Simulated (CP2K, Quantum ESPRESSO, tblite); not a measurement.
# Running C(110) slab, H on the bottom face, stepped (156 atoms) with CP2K, part 2 of 3

How do the settings of CP2K change the result for C(110) slab, H on the bottom face, stepped (156 atoms)? A plane-wave run serves as the yardstick.

Program: CP2K 2026.2; the method stands at each step. Banners, paths, timers and routine set-up lines are dropped from the logs unmarked, and long logs keep their key lines alone; longer cuts are marked.

So far. Step 2 (PBE, DZVP-UZH, 450/50 Ry, diagonalisation): Forces lie 2.6 % from the reference's, at 0.53 times its CPU time. Step 3 (PBEsol, PBE potentials, DZVP-UZH, 450/50 Ry …): Against the first run (2.6 %), the force difference from the reference is 5.5 %, at 1.0 times the CPU time; the model has changed, so this is no error of the program alone.

**4. PBE, DZVP-UZH, 157/50 Ry, diagonalisation**

Method: Kohn-Sham DFT, PBE, GTH-PBE pseudopotentials, Gaussian and plane waves, DZVP-MOLOPT (UZH set), diagonalisation.

input.inp

```
&GLOBAL
  PROJECT cell
  RUN_TYPE ENERGY_FORCE
  PRINT_LEVEL LOW
&END GLOBAL
&FORCE_EVAL
  METHOD QS
  &DFT
    BASIS_SET_FILE_NAME BASIS_MOLOPT_UZH
    POTENTIAL_FILE_NAME POTENTIAL_UZH
    &MGRID
      CUTOFF 157
      REL_CUTOFF 50
    &END MGRID
    &QS
      EPS_DEFAULT 1.0E-12
    &END QS
    &SCF
      SCF_GUESS ATOMIC
      EPS_SCF 5.0E-06
      MAX_SCF 200
      ADDED_MOS 66
      &DIAGONALIZATION
        ALGORITHM STANDARD
      &END DIAGONALIZATION
      &SMEAR ON
        METHOD FERMI_DIRAC
        ELECTRONIC_TEMPERATURE [K] 580
      &END SMEAR
      &MIXING
        METHOD BROYDEN_MIXING
        ALPHA 0.2
        NBROYDEN 12
        BETA 0.05
      &END MIXING
      &PRINT
        &RESTART OFF
        &END RESTART
      &END PRINT
    &END SCF
    &XC
      &XC_FUNCTIONAL PBE
      &END XC_FUNCTIONAL
    &END XC
    &PRINT
      &MULLIKEN ON
      &END MULLIKEN
      &HIRSHFELD ON
        SHAPE_FUNCTION DENSITY
      &END HIRSHFELD
      &MO ON
        EIGENVALUES T
        OCCUPATION_NUMBERS T
        MO_INDEX_RANGE 265 288
        &EACH
          QS_SCF 0
        &END EACH
        ADD_LAST NUMERIC
      &END MO
    &END PRINT
  &END DFT
  &SUBSYS
    &CELL
      A 10.08900 0.00000 0.00000
      B 0.00000 10.70100 0.00000
      C 0.00000 0.00000 17.19561
    &END CELL
    &COORD
[... 156 atom lines left out: the same atoms as in the first run ...]
    &END COORD
    &KIND C
      BASIS_SET DZVP-MOLOPT-PBE-GTH-q4
      POTENTIAL GTH-PBE-q4
    &END KIND
    &KIND H
      BASIS_SET DZVP-MOLOPT-PBE-GTH-q1
      POTENTIAL GTH-PBE-q1
    &END KIND
  &END SUBSYS
  &PRINT
    &FORCES ON
    &END FORCES
  &END PRINT
&END FORCE_EVAL
```

Run with:

```
$ OMP_NUM_THREADS=1 mpirun -np 4 cp2k.psmp -i input.inp > output.txt
```

Numbers of over 12 decimals in the logs are rounded to 6 here.

The log of the run:

```text
CP2K| version string:                                       CP2K version 2026.2
 CP2K| Input file name                                                 input.inp
 GLOBAL| Basis set file name                                    BASIS_MOLOPT_UZH
 GLOBAL| Potential file name                                       POTENTIAL_UZH
 GLOBAL| Run type                                                   ENERGY_FORCE
 GLOBAL| Total number of message passing processes                             4
 GLOBAL| Number of threads for this process                                    1
 TOTAL NUMBERS AND MAXIMUM NUMBERS
  Total number of            - Atomic kinds:                                   2
                             - Atoms:                                        156
[... lines left out ...]
                        Smear method:                                FERMI_DIRAC
[... lines left out ...]
 Number of electrons:                                                        552
[... lines left out ...]
  Step     Update method      Time    Convergence         Total energy    Change
[... lines left out ...]
  *** SCF run converged in    31 steps ***
[... lines left out ...]
  Fermi energy:                                                 0.088957
  Total energy:                                              -762.896148
  Total energy (extrapolated to T->0):                       -762.892662
[... lines left out ...]
 MO| E(Fermi):            0.088957 a.u.          2.420650 eV
[... lines left out ...]
       2     C        1          4.073152                             -0.073152
       3     C        1          3.991646                              0.008354
[...]
155     H        2          0.915619                              0.084381
     156     H        2          0.916107                              0.083893
 # Total charge                            552.000000                 -0.000000
 !-----------------------------------------------------------------------------!
 !-----------------------------------------------------------------------------!
                           Hirshfeld Charges
  #Atom  Element  Kind  Ref Charge     Population                    Net charge
      1       C      1       4.000          4.035                        -0.035
      2       C      1       4.000          4.033                        -0.033
      3       C      1       4.000          3.996                         0.004
[...]
155       H      2       1.000          0.961                         0.039
    156       H      2       1.000          0.962                         0.038
  Total Charge                                                           -0.000
 !-----------------------------------------------------------------------------!
 ENERGY| Total FORCE_EVAL ( QS ) energy [hartree]           -762.896147
 FORCES| Atomic forces [hartree/bohr]
 FORCES|   Atom     x               y               z               |f|
 FORCES|      1  1.51658753E-02 -6.19303345E-02 -1.97882025E-03   6.37909542E-02
 FORCES|      2 -2.21468241E-02  6.83588116E-02  2.84715386E-02   7.72918977E-02
 FORCES|      3  4.08969199E-02 -1.45076048E-02 -2.20358614E-02   4.86683454E-02
[...]
FORCES|    155  2.40782011E-03  2.49762349E-02 -1.59873512E-02   2.97524000E-02
 FORCES|    156 -2.74073109E-03  1.22178426E-03 -1.11662208E-02   1.15623895E-02
 FORCES| Sum     2.60095375E-02  2.10506275E-01  1.10407608E-01
 FORCES| Total atomic force                                       2.39121784E-01
```

Elapsed: 3.5 min, on 4 MPI ranks of Arm Neoverse V2, shared host; peak memory 2 GiB.

Compared with the plane-wave run:

```yaml
r_m_s_force_component: 1.818 eV/Å
r_m_s_difference_of_force_components: 163.2 meV/Å
longest_difference_of_force_vectors: 866.5 meV/Å
force_difference_over_r_m_s_force: 9.181 %
slope_of_forces_against_the_reference_s: 1.019
correlation_of_force_components: 0.9963
energy_less_the_same_level_run_s: 0.105 meV/atom
r_m_s_force_difference_from_the_same_level_run: 157.8 meV/Å
```

This is a coarse setting, run to see what it loses.

Against the first run (2.6 %), the force difference from the reference is 9.2 %, at 0.87 times the CPU time: the grid matters here.

The difference per atom is largest on H (0.64 eV/Å on average, against 0.11 on C).

**5. PBE, SZV-MOLOPT-SR, 450/50 Ry, diagonalisation**

Method: Kohn-Sham DFT, PBE, GTH-PBE pseudopotentials, Gaussian and plane waves, SZV-MOLOPT-SR-GTH, diagonalisation.

Edit input.inp of step 4 so:

```diff
@@ -8,6 +8,6 @@
   &DFT
-    BASIS_SET_FILE_NAME BASIS_MOLOPT_UZH
-    POTENTIAL_FILE_NAME POTENTIAL_UZH
+    BASIS_SET_FILE_NAME BASIS_MOLOPT
+    POTENTIAL_FILE_NAME GTH_POTENTIALS
     &MGRID
-      CUTOFF 157
+      CUTOFF 450
       REL_CUTOFF 50
@@ -68,6 +68,31 @@
     &COORD
-[... 156 atom lines left out: the same atoms as in the first run ...]
+      SCALED
+      C 0.87196 0.17091 0.34335
+      C 0.00066 0.08152 0.34223
+      C 0.99597 0.00215 0.41602
+      C 0.87532 0.25287 0.41632
+      C 0.87985 0.15922 0.48872
+      C 0.00121 0.08371 0.48807
+      C 0.00186 0.00265 0.56040
+      C 0.87628 0.25236 0.56130
+      C 0.87926 0.16786 0.63163
+      C 0.00226 0.07878 0.63837
+      C 0.99995 0.00438 0.71230
+      C 0.12324 0.17155 0.34339
+      C 0.24865 0.08671 0.34207
+      C 0.25011 0.99884 0.41627
+      C 0.12383 0.25253 0.41520
+      C 0.12614 0.16846 0.49024
+      C 0.25351 0.08398 0.49320
+      C 0.25297 0.99995 0.56571
+      C 0.12005 0.25458 0.56342
+      C 0.12548 0.16097 0.63932
+[... 132 atom lines left out ...]
+      H 0.37302 0.89394 0.29169
+      H 0.50107 0.69547 0.29073
+      H 0.62676 0.89277 0.29185
+      H 0.74791 0.69290 0.29140
     &END COORD
     &KIND C
-      BASIS_SET DZVP-MOLOPT-PBE-GTH-q4
+      BASIS_SET SZV-MOLOPT-SR-GTH-q4
       POTENTIAL GTH-PBE-q4
@@ -75,3 +100,3 @@
     &KIND H
-      BASIS_SET DZVP-MOLOPT-PBE-GTH-q1
+      BASIS_SET SZV-MOLOPT-SR-GTH-q1
       POTENTIAL GTH-PBE-q1
```

Run with:

```
$ OMP_NUM_THREADS=2 cp2k.psmp -i input.inp > output.txt
```

The log of the run:

```text
CP2K| version string:                                       CP2K version 2026.2
 CP2K| Input file name                                                 input.inp
 GLOBAL| Basis set file name                                        BASIS_MOLOPT
 GLOBAL| Potential file name                                      GTH_POTENTIALS
[... lines left out ...]
                        Smear method:                                FERMI_DIRAC
[... lines left out ...]
 Number of electrons:                                                        552
[... lines left out ...]
  Step     Update method      Time    Convergence         Total energy    Change
[... lines left out ...]
  *** SCF run converged in    32 steps ***
[... lines left out ...]
  Fermi energy:                                                 0.154139
  Total energy:                                              -760.097450
  Total energy (extrapolated to T->0):                       -760.094046
[... lines left out ...]
 MO| E(Fermi):            0.154139 a.u.          4.194344 eV
[... lines left out ...]
    156       H      2       1.000          0.962                         0.038
  Total Charge                                                           -0.000
 !-----------------------------------------------------------------------------!
 ENERGY| Total FORCE_EVAL ( QS ) energy [hartree]           -760.097454
 FORCES| Atomic forces [hartree/bohr]
 FORCES|   Atom     x               y               z               |f|
 FORCES|      1  1.87244800E-02 -6.59328144E-02 -1.62464172E-02   7.04392521E-02
 FORCES|      2 -2.80288700E-02  7.09676299E-02  2.06577390E-02   7.90491255E-02
 FORCES|      3  4.95509850E-02 -1.73894326E-02 -2.50195995E-02   5.81693462E-02
[...]
FORCES|    155 -3.99241818E-03  7.64530714E-03 -1.44403819E-02   1.68200699E-02
 FORCES|    156  4.51932691E-03 -4.56331740E-03 -1.12359858E-02   1.29420075E-02
 FORCES| Sum    -8.54454768E-05  3.66931298E-05  1.40061716E-04
 FORCES| Total atomic force                                       1.68120789E-04
```

Elapsed: 3.6 min, on 2 threads; peak memory 3.6 GiB; 6.4 min of CPU time.

Numbers from this run, and their distance from the reference:

* r.m.s. force component: 2.291 eV/Å
* r.m.s. difference of force components: 600.9 meV/Å
* longest difference of force vectors: 2534 meV/Å
* force difference over r.m.s. force: 33.81 %
* slope of forces against the reference's: 1.274
* correlation of force components: 0.9881

This is a coarse setting, run to see what it loses.

Against the first run (2.6 %), the force difference from the reference is 34 %, at 0.40 times the CPU time (on 2 against 4 cores), with 552 basis functions against 1836; this set comes with other potentials too, so the change isn't the basis's alone.

**6. PBE+D3, DZVP-UZH, 450/50 Ry, diagonalisation**

Method: Kohn-Sham DFT, PBE+D3, GTH-PBE pseudopotentials, Gaussian and plane waves, DZVP-MOLOPT (UZH set), diagonalisation.

Edit input.inp of step 5 so:

```diff
@@ -8,4 +8,4 @@
   &DFT
-    BASIS_SET_FILE_NAME BASIS_MOLOPT
-    POTENTIAL_FILE_NAME GTH_POTENTIALS
+    BASIS_SET_FILE_NAME BASIS_MOLOPT_UZH
+    POTENTIAL_FILE_NAME POTENTIAL_UZH
     &MGRID
@@ -43,2 +43,10 @@
       &END XC_FUNCTIONAL
+      &VDW_POTENTIAL
+        POTENTIAL_TYPE PAIR_POTENTIAL
+        &PAIR_POTENTIAL
+          TYPE DFTD3
+          PARAMETER_FILE_NAME dftd3.dat
+          REFERENCE_FUNCTIONAL PBE
+        &END PAIR_POTENTIAL
+      &END VDW_POTENTIAL
     &END XC
@@ -72,3 +80,3 @@
     &KIND C
-      BASIS_SET SZV-MOLOPT-SR-GTH-q4
+      BASIS_SET DZVP-MOLOPT-PBE-GTH-q4
       POTENTIAL GTH-PBE-q4
@@ -76,3 +84,3 @@
     &KIND H
-      BASIS_SET SZV-MOLOPT-SR-GTH-q1
+      BASIS_SET DZVP-MOLOPT-PBE-GTH-q1
       POTENTIAL GTH-PBE-q1
```

Run with:

```
$ OMP_NUM_THREADS=1 mpirun -np 4 cp2k.psmp -i input.inp > output.txt
```

The log of the run:

```text
CP2K| version string:                                       CP2K version 2026.2
 CP2K| Input file name                                                 input.inp
 GLOBAL| Basis set file name                                    BASIS_MOLOPT_UZH
 GLOBAL| Potential file name                                       POTENTIAL_UZH
 GLOBAL| Run type                                                   ENERGY_FORCE
 GLOBAL| Total number of message passing processes                             4
 GLOBAL| Number of threads for this process                                    1
[... lines left out ...]
                        Smear method:                                FERMI_DIRAC
[... lines left out ...]
 Number of electrons:                                                        552
[... lines left out ...]
  Step     Update method      Time    Convergence         Total energy    Change
[... lines left out ...]
  *** SCF run converged in    31 steps ***
[... lines left out ...]
  Fermi energy:                                                 0.088965
  Total energy:                                              -763.325861
  Total energy (extrapolated to T->0):                       -763.322374
[... lines left out ...]
 MO| E(Fermi):            0.088965 a.u.          2.420850 eV
[... lines left out ...]
                           Hirshfeld Charges
  #Atom  Element  Kind  Ref Charge     Population                    Net charge
      1       C      1       4.000          4.035                        -0.035
      2       C      1       4.000          4.033                        -0.033
      3       C      1       4.000          3.996                         0.004
[...]
155       H      2       1.000          0.961                         0.039
    156       H      2       1.000          0.962                         0.038
  Total Charge                                                           -0.000
 !-----------------------------------------------------------------------------!
 ENERGY| Total FORCE_EVAL ( QS ) energy [hartree]           -763.325860
 FORCES| Atomic forces [hartree/bohr]
 FORCES|   Atom     x               y               z               |f|
 FORCES|      1  1.43394343E-02 -6.25727442E-02 -6.93347644E-04   6.41985080E-02
 FORCES|      2 -2.19582110E-02  6.79240611E-02  2.97330946E-02   7.73298003E-02
 FORCES|      3  3.99532948E-02 -1.37926354E-02 -2.09225756E-02   4.71620263E-02
[...]
FORCES|    155 -3.13428904E-03  1.18130734E-02 -2.05119518E-02   2.38770316E-02
 FORCES|    156  3.46914817E-03 -8.78217684E-03 -1.79311464E-02   2.02654294E-02
 FORCES| Sum    -6.57500764E-05  7.35201515E-05  1.76131401E-04
 FORCES| Total atomic force                                       2.01867669E-04
```

It took 4 min on 4 MPI ranks; peak memory 4.9 GiB; 16 min of CPU time.

Numbers from this run, and their distance from the reference:

```
r.m.s. force component                  : 1.811 eV/Å
r.m.s. difference of force components   : 46.32 meV/Å
longest difference of force vectors     : 195.7 meV/Å
force difference over r.m.s. force      : 2.607 %
slope of forces against the reference's : 1.019
correlation of force components         : 0.9999
```

Against the first run (2.6 %), the force difference from the reference is 2.6 %, at 1.0 times the CPU time; the model has changed, so this is no error of the program alone.

The difference per atom is largest on C (0.078 eV/Å on average, against 0.025 on H).

(Part 2 of 3 ends here.)

[Also dropped from logs without a mark: logging warnings of Python, and SIESTA's first energy breakdown and zero terms.]

[Logs are printed without paths, hosts, clocks, repeated set-up lines and the standing remarks that a program may print on its own settings, such as how far it seeks lower states.]

[Hosts, paths, dates, database ids (printed as entryN), source tags and the programs' standing remarks are cut or masked in the printed files.]
